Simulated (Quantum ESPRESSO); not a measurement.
Os in Quantum ESPRESSO: the effect of functional

Os:

```
CELL_PARAMETERS angstrom
2.73410 0.00000 0.00000
-1.36705 2.36780 0.00000
0.00000 0.00000 4.31970
ATOMIC_POSITIONS crystal
Os 0.66667 0.33333 0.75000
Os 0.33333 0.66667 0.25000
```

Alike in all runs:

| Property | Result |
| --- | --- |
| Program | Quantum ESPRESSO 7.5 |
| Task | band structure |
| Potentials or basis | SG15 PBE 1.2 |
| Cutoff | 952 eV |
| Density cutoff | 3810 eV |
| k mesh | 11 × 11 × 6 |
| Occupations | fermi-dirac, width 0.05 eV |
| Spin | no spin polarisation |

| functional | pressure (GPa) |
| --- | --- |
| LDA | -5.8 |
| PBEsol | -2.0 |
| PBE | 8.1 |
| RPBE | 11.5 |
| AM05 | -4.8 |
| HLE16 | -65.8 |
| EV93PW91 | ? |
| rev-vdW-DF2 | 5.1 |

What does the run with functional EV93PW91 give?

Pressure 27.0 GPa.

Caveats: the potentials were made for another functional, which shifts forces and pressure (some runs); the potentials were made for a functional far from this one (some runs); the cell as given lies far from equilibrium (some runs).
